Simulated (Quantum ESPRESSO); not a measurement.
Input of a Quantum ESPRESSO 7.5 run:

File pw.in:

```
&CONTROL
  calculation = 'vc-relax'
  prefix = 'pwscf'
  outdir = './tmp'
  pseudo_dir = './pseudo'
  tprnfor = .true.
  tstress = .true.
  disk_io = 'low'
  nstep = 40
  forc_conv_thr = 0.0004
  etot_conv_thr = 1d-05
/
&SYSTEM
  ibrav = 0
  nat = 1
  ntyp = 1
  ecutwfc = 56
  ecutrho = 448
  nbnd = 16
  occupations = 'smearing'
  smearing = 'fd'
  degauss = 0.00367493
  vdw_corr = 'grimme-d3'
  dftd3_version = 3
/
&ELECTRONS
  conv_thr = 2d-10
  electron_maxstep = 120
  mixing_beta = 0.5
/
&IONS
  ion_dynamics = 'bfgs'
/
&CELL
  cell_dynamics = 'bfgs'
  press = 0
  press_conv_thr = 0.3
/
ATOMIC_SPECIES
Ag   107.8682 ag_pbesol_v1.4.uspp.F.UPF
CELL_PARAMETERS angstrom
   0.0000000000    2.0427500000    2.0427500000
   2.0427500000    0.0000000000    2.0427500000
   2.0427500000    2.0427500000    0.0000000000
ATOMIC_POSITIONS crystal
Ag     0.0000000000    0.0000000000    0.0000000000
K_POINTS automatic
11 11 11 0 0 0
```

Potentials or basis: GBRV 1.5 PBEsol.

Command:

```sh
$ OMP_NUM_THREADS=1 mpirun -n 2 pw.x -nk 2 -in pw.in > pw.out
```

Task: What does it give for the relaxed volume?

Result: 16.10 Å³/atom.

Task: Estimate the space group after relaxing (to 0.05 Å).

Result: Fm-3m (No. 225).

Task: Estimate the band gap on the k mesh.

Result: None (metal or under the smearing width).

Task: Predict the relaxed cell.

Result: a = 2.834 Å, b = 2.834 Å, c = 2.834 Å, α = 60.00°, β = 60.00°, γ = 60.00°.

Step by step:
```tsv
step	energy change (eV)	largest force (eV/Å)	pressure (GPa)	volume (Å³)
1	0.0000	0.0000	-6.08	17.05
2	-0.0150	0.0000	-3.04	16.53
3	-0.0190	0.0000	0.55	16.03
4	-0.0192	0.0000	-0.04	16.11
5	-0.0192	0.0000	0.00	16.10
```

Caveat: pairwise dispersion overbinds metals, which lowers pressure and volume.
